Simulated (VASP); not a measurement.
# WSe2 in VASP: relaxation of the atoms with PBE+D3(BJ)

Aim: the relaxation of the atoms of WSe2 with PBE+D3(BJ).

All numbers are computed with VASP 6.6.1; they aren't measurements. Logs are shortened: lines on timing, memory, paths and dates and some standing lists are left out, and cuts for length are marked.

## 1. Starting point

The cell holds a sheet with vacuum, 6 atoms: a = 3.282 Å, b = 3.282 Å, c = 27.830 Å, α = 90.00°, β = 90.00°, γ = 120.00°.

The cell was built by a generator and needn't be a form met in nature.

## 2. Relaxation of the atoms, PBE+D3(BJ)

File INCAR:

```
SYSTEM = WSe2
PREC = Accurate
ENCUT = 520
EDIFF = 1E-6
ISMEAR = -1
SIGMA = 0.05
LREAL = .False.
LASPH = .True.
NELM = 80
ALGO = Normal
ISIF = 2
LWAVE = .False.
LCHARG = .False.
GGA = PE
IVDW = 12
IBRION = 2
NSW = 40
EDIFFG = -0.005
```

File KPOINTS:

```
regular mesh
0
Gamma
  9 9 1
  0 0 0
```

File POSCAR:

```
WSe2
1.0
    3.2820000000      0.0000000000      0.0000000000
   -1.6410000000      2.8422953752      0.0000000000
    0.0000000000      0.0000000000     27.8300000000
Se W
4 2
Direct
    0.6666666667      0.3333333333      0.3233920230
    0.6666666667      0.3333333333      0.4437657204
    0.3333333333      0.6666666667      0.5562342796
    0.3333333333      0.6666666667      0.6766079770
    0.3333333333      0.6666666667      0.3835788717
    0.6666666667      0.3333333333      0.6164211283
```

Potentials or basis: VASP PAW PBE potentials, release 64 (Se, W_sv).

The run is started by

```sh
$ cat potpaw_PBE.64/Se/POTCAR potpaw_PBE.64/W_sv/POTCAR > POTCAR
$ mpirun -np 1 vasp_std > vasp.out
```

OUTCAR:

```text
SYSTEM = WSe2
   PREC = Accurate
   ENCUT = 520
   EDIFF = 1E-6
   ISMEAR = -1
   LREAL = .False.
   LASPH = .True.
   NELM = 80
   ISIF = 2
   GGA = PE
   IVDW = 12
   IBRION = 2
   NSW = 40
   EDIFFG = -0.005
 IVDW          = 12

 ion  position               nearest neighbor table
   1  0.667  0.333  0.323-   5 2.53   5 2.53   5 2.53
   2  0.667  0.333  0.444-   5 2.53   5 2.53   5 2.53
   3  0.333  0.667  0.556-   6 2.53   6 2.53   6 2.53
   4  0.333  0.667  0.677-   6 2.53   6 2.53   6 2.53
   5  0.333  0.667  0.384-   2 2.53   1 2.53   2 2.53   1 2.53   2 2.53   1 2.53
   6  0.667  0.333  0.616-   3 2.53   4 2.53   3 2.53   4 2.53   3 2.53   4 2.53

  LATTYP: Found a hexagonal cell.
 ALAT       =     3.2820000000
 C/A-ratio  =     8.4795856185

  Lattice vectors:

 A1 = (   3.2820000000,   0.0000000000,   0.0000000000)
 A2 = (  -1.6410000000,   2.8422953752,   0.0000000000)
 A3 = (   0.0000000000,   0.0000000000,  27.8300000000)

Analysis of symmetry for initial positions (statically):
=====================================================================
 Subroutine PRICEL returns:
 Original cell was already a primitive cell.

 Routine SETGRP: Setting up the symmetry group for a
 hexagonal supercell.

 Subroutine GETGRP returns: Found 12 space group operations
 (whereof 12 operations were pure point group operations)
 out of a pool of 24 trial point group operations.

The static configuration has the point symmetry D_3d.

Analysis of symmetry for dynamics (positions and initial velocities):
=====================================================================
 Subroutine PRICEL returns:
 Original cell was already a primitive cell.

 Routine SETGRP: Setting up the symmetry group for a
 hexagonal supercell.

 Subroutine GETGRP returns: Found 12 space group operations
 (whereof 12 operations were pure point group operations)
 out of a pool of 24 trial point group operations.

The dynamic configuration has the point symmetry D_3d.

 Subroutine INISYM returns: Found 12 space group operations
 (whereof 12 operations are pure point group operations),
 and found     1 'primitive' translations

----------------------------------------------------------------------------------------

                                     Primitive cell

  volume of cell :     259.6097

  direct lattice vectors                    reciprocal lattice vectors
     3.282000000  0.000000000  0.000000000     0.304692261  0.175914159  0.000000000
    -1.641000000  2.842295375  0.000000000     0.000000000  0.351828318  0.000000000
     0.000000000  0.000000000 27.830000000     0.000000000  0.000000000  0.035932447

  length of vectors
     3.282000000  3.282000000 27.830000000     0.351828318  0.351828318  0.035932447

  position of ions in fractional coordinates (direct lattice)
     0.666666667  0.333333333  0.323392023
     0.666666667  0.333333333  0.443765720
     0.333333333  0.666666667  0.556234280
     0.333333333  0.666666667  0.676607977
     0.333333333  0.666666667  0.383578872
     0.666666667  0.333333333  0.616421128

  ion indices of the primitive-cell ions
   primitive index   ion index
                 1           1
                 2           2
                 3           3
                 4           4
                 5           5
                 6           6

----------------------------------------------------------------------------------------

 KPOINTS: regular mesh

Automatic generation of k-mesh.
 Grid dimensions read from file:
 generate k-points for:    9    9    1

 Generating k-lattice:

  Cartesian coordinates                     Fractional coordinates (reciprocal lattice)
     0.033854696  0.019546018  0.000000000     0.111111111  0.000000000  0.000000000
     0.000000000  0.039092035  0.000000000     0.000000000  0.111111111  0.000000000
     0.000000000  0.000000000  0.035932447     0.000000000  0.000000000  1.000000000

  Length of vectors
     0.039092035  0.039092035  0.035932447

  Shift w.r.t. Gamma in fractional coordinates (k-lattice)
     0.000000000  0.000000000  0.000000000

 Subroutine IBZKPT returns following result:
 ===========================================

 Found     12 irreducible k-points:

 Following reciprocal coordinates:
            Coordinates               Weight
  0.000000  0.000000  0.000000      1.000000
  0.111111 -0.000000  0.000000      6.000000
  0.222222 -0.000000  0.000000      6.000000
  0.333333 -0.000000  0.000000      6.000000
  0.444444 -0.000000  0.000000      6.000000
  0.111111  0.111111  0.000000      6.000000
  0.222222  0.111111  0.000000     12.000000
  0.333333  0.111111  0.000000     12.000000
  0.444444  0.111111  0.000000      6.000000
  0.222222  0.222222  0.000000      6.000000
  0.333333  0.222222  0.000000     12.000000
  0.333333  0.333333  0.000000      2.000000
   k-points           NKPTS =     12   k-points in BZ     NKDIM =     12   number of bands    NBANDS=     31
   number of dos      NEDOS =    301   number of ions     NIONS =      6
   total plane-waves  NPLWV = 120960
   dimension x,y,z NGX =    24 NGY =   24 NGZ =  210
   dimension x,y,z NGXF=    48 NGYF=   48 NGZF=  420
   ions per type =               4   2
   NGX,Y,Z   is equivalent  to a cutoff of  12.16, 12.16, 12.54 a.u.
   NGXF,Y,Z  is equivalent  to a cutoff of  24.31, 24.31, 25.09 a.u.
 SYSTEM =  WSe2
   PREC   = accura    normal or accurate (medium, high low for compatibility)
   ISTART =      0    job   : 0-new  1-cont  2-samecut
   ICHARG =      2    charge: 1-file 2-atom 10-const
   ISPIN  =      1    spin polarized calculation?
   LNONCOLLINEAR =      F non collinear calculations
   LSORBIT =      F    spin-orbit coupling
   LASPH  =      T    aspherical Exc in radial PAW
   ENCUT  =  520.0 eV  38.22 Ry    6.18 a.u.   6.10  6.10 51.75*2*pi/ulx,y,z
   NELM   =     80;   NELMIN=  2; NELMDL= -5     # of ELM steps
   EDIFF  = 0.1E-05   stopping-criterion for ELM
   LREAL  =      F    real-space projection
   EDIFFG = -.5E-02   stopping-criterion for IOM
   NSW    =     40    number of steps for IOM
   IBRION =      2    ionic relax: 0-MD 1-quasi-New 2-CG
   NFREE  =      1    steps in history (QN), initial steepest desc. (CG)
   ISIF   =      2    stress and relaxation
   ISYM   =      2    0-nonsym 1-usesym 2-fastsym
   POTIM  = 0.5000    time-step for ionic-motion
   TEBEG  =    0.0;   TEEND  =   0.0 temperature during run
   PSTRESS=    0.0 pullay stress
   NELECT =      52.0000    total number of electrons
   NUPDOWN=      -1.0000    fix difference up-down
   EMIN   =  10.00;   EMAX   =-10.00  energy-range for DOS
   EFERMI =   0.00;   METHOD = LEGACY
   ISMEAR =    -1;   SIGMA  =   0.05  broadening in eV -4-tet -1-fermi 0-gaus
   EFERMI_NEDOS =   21; number of points for ismear=-14 and -15
   IALGO  =     38    algorithm
   IMIX   =      4    mixing-type and parameters
     AMIX     =   0.40;   BMIX     =  1.00
     AMIX_MAG =   1.60;   BMIX_MAG =  1.00
  volume/ion in A,a.u.               =      43.27       291.99
  Fermi-wavevector in a.u.,A,eV,Ry     =   0.957861  1.810094 12.483302  0.917497
  Thomas-Fermi vector in A             =   2.086916
   LORBIT       =      0    0 simple, 1 ext, 2 COOP (PROOUT), +10 PAW based schemes
   GGA     = PE    functional components
   LHFCALC =     F    Hartree Fock is set to
   AEXX    =    0.0000 exact exchange contribution
   IVDW    =    12    specifies the selected vdW correction
   LEPSILON=     F    determine dielectric tensor
   LRPA    =     F    only Hartree local field effects (RPA)
 conjugate gradient relaxation of ions
 non-spin polarized calculation
  energy-cutoff  :      520.00
  volume of cell :      259.61
 maximum number of plane-waves:      7062
   NGX = 13   NGY = 13   NGZ =103

--------------------------------------- Ionic step        1  -------------------------------------------

 number of electron      51.9999989 magnetization

 Free energy of the ion-electron system (eV)
  ---------------------------------------------------
  ext. energy  EPLUGINS =         0.00000000
  ---------------------------------------------------
  free energy    TOTEN  =       -43.16155173 eV

  energy without entropy =      -43.16155163  energy(sigma->0) =      -43.16155168

------------------------ aborting loop because EDIFF is reached ----------------------------------------

 Edisp (eV)   -2.40736

 E8    (eV) :    -1.1077

  FORCE on cell =-STRESS in cart. coord.  units (eV):
  Direction    XX          YY          ZZ          XY          YZ          ZX
  --------------------------------------------------------------------------------------
  -------------------------------------------------------------------------------------
  Total       0.64706     0.64706     1.27237    -0.00000    -0.00000     0.00000
  in kB       3.99334     3.99334     7.85238    -0.00000    -0.00000     0.00000
  external pressure =        5.28 kB  Pullay stress =        0.00 kB
[... 109 lines left out ...]
  FREE ENERGIE OF THE ION-ELECTRON SYSTEM (eV)
  ---------------------------------------------------
  free  energy   TOTEN  =       -45.5754088779 eV

  energy  without entropy=      -45.5754087395  energy(sigma->0) =      -45.57540881

[... ionic steps 4 to 15 ...]

--------------------------------------- Ionic step       16  -------------------------------------------

 number of electron      51.9999996 magnetization

------------------------ aborting loop because EDIFF is reached ----------------------------------------

 Edisp (eV)   -2.42050

 E8    (eV) :    -1.1137
[... 77 lines left out ...]
  energy  without entropy=      -45.5767115318  energy(sigma->0) =      -45.57671162

--------------------------------------- Ionic step       18  -------------------------------------------

 number of electron      51.9999996 magnetization

 Free energy of the ion-electron system (eV)
  ---------------------------------------------------
  ext. energy  EPLUGINS =         0.00000000
  ---------------------------------------------------
  free energy    TOTEN  =       -43.15606956 eV

  energy without entropy =      -43.15606937  energy(sigma->0) =      -43.15606946

 E-fermi :   0.8716     XC(G=0):  -5.3968

 val. band max:        0.2394195832   @ k =   0.0000   0.0000   0.0000
 cond. band min:       1.6106219904   @ k =   0.2222   0.1111   0.0000
 fundamental gap:      1.3712024071
 Fermi energy:         0.8716340492

 k-point     1 :       0.0000    0.0000    0.0000
  band No.  band energies     occupation
      1     -73.9273      2.00000
      2     -73.9273      2.00000
      3     -38.1744      2.00000
      4     -38.1744      2.00000
      5     -38.0378      2.00000
      6     -38.0378      2.00000
[... 434 lines left out ...]
  FREE ENERGIE OF THE ION-ELECTRON SYSTEM (eV)
  ---------------------------------------------------
  free  energy   TOTEN  =       -45.5767214586 eV

  energy  without entropy=      -45.5767212724  energy(sigma->0) =      -45.57672137

 reached required accuracy - stopping structural energy minimisation
```

It took 7.8 min on 1 thread of Intel Xeon Platinum 8559C (Emerald Rapids), shared host; peak memory 0.4 GiB.

What came out:

```
Free energy                : -45.5767 eV
Energy gained by relaxing  : 1.3 meV/atom
Ionic steps                : 18
Band gap on the k mesh     : 1.37 eV, indirect (least direct gap 1.63 eV)
Dispersion energy per atom : -0.403 eV
```

The path:
| step | energy change (eV) | largest force (eV/Å) | pressure (GPa) |
| --- | --- | --- | --- |
| 1 | 0.0000 | 0.2560 | 0.53 |
| 2 | -0.0064 | 0.0465 | 0.05 |
| 3 | -0.0065 | 0.0174 | -0.03 |
| 4 | -0.0065 | 0.0187 | -0.02 |
| 5 | -0.0065 | 0.0208 | -0.02 |
| 6 | -0.0066 | 0.0588 | -0.02 |
| 7 | -0.0066 | 0.0593 | -0.02 |
| 8 | -0.0066 | 0.0594 | -0.02 |
| 9 | -0.0067 | 0.0576 | -0.02 |
| 10 | -0.0068 | 0.0554 | -0.02 |
| 11 | -0.0070 | 0.0544 | -0.02 |
| 12 | -0.0073 | 0.0444 | -0.02 |
| 13 | -0.0077 | 0.0301 | -0.02 |
| 14 | -0.0077 | 0.0362 | -0.02 |
| 15 | -0.0078 | 0.0411 | 0.05 |
| 16 | -0.0078 | 0.0151 | 0.02 |
| 17 | -0.0078 | 0.0128 | 0.05 |
| 18 | -0.0078 | 0.0011 | 0.04 |

Final structure:
```cif
data_structure
_symmetry_space_group_name_H-M 'P 1'
_symmetry_Int_Tables_number 1
_cell_length_a 3.2820
_cell_length_b 3.2820
_cell_length_c 27.8300
_cell_angle_alpha 90.000
_cell_angle_beta 90.000
_cell_angle_gamma 120.000
_cell_volume 259.61
loop_
_atom_site_label
_atom_site_type_symbol
_atom_site_fract_x
_atom_site_fract_y
_atom_site_fract_z
_atom_site_occupancy
Se1 Se 0.66667 0.33333 0.32423 1
Se2 Se 0.66667 0.33333 0.44551 1
Se3 Se 0.33333 0.66667 0.55449 1
Se4 Se 0.33333 0.66667 0.67577 1
W1 W 0.33333 0.66667 0.38488 1
W2 W 0.66667 0.33333 0.61512 1
```

Caveat: spin-orbit coupling is left out, which moves the levels of the heavy elements. As with any semilocal functional, this PBE gap is likely too small.
